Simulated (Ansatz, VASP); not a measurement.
**Two plane-wave programs on Se**

```xyz
1
Lattice="-1.7034 1.7034 1.7034 1.7034 -1.7034 1.7034 1.7034 1.7034 -1.7034" Properties=species:S:1:pos:R:3 pbc="T T T"
Se    0.0000    0.0000    0.0000
```

This isn't the form of Se at room conditions, which is trigonal, of chains.

Alike in both runs: task relaxation of cell and atoms; functional r2SCAN; k mesh 18 × 18 × 18; occupations gaussian, width 0.1 eV; no spin polarisation.

|  | VASP | Ansatz |
| --- | --- | --- |
| version | VASP 6.6.1 | Ansatz 0.2.0 |
| potentials or method | VASP PAW PBE potentials, release 64 (Se) | scalar-relativistic, plane waves, PAW |
| plane-wave cutoff (eV) | 600 | 500 |
| valence electrons in the cell | 6 | 16 |

Ansatz gave:

```
gap on the k mesh at the Fermi level, each at its own relaxed structure (eV) : none
relaxed volume (Å³/atom)                                                     : 20.25
relaxed cell length with the largest relative difference (Å)                 : 2.974
energy change over the relaxation (meV/atom)                                 : -3
```

Q: What did VASP give for the same quantities?

A: gap on the k mesh at the Fermi level, each at its own relaxed structure (eV): none; relaxed volume (Å³/atom): 20.21; relaxed cell length with the largest relative difference (Å): 2.972; energy change over the relaxation (meV/atom): -2.

A gap of «none» marks a metal or a gap that the smearing closes. The two sets of potentials don't hold the same shells in valence.

Caveats: the PAW data sets were made with another functional, which shifts forces and pressure a little (VASP).
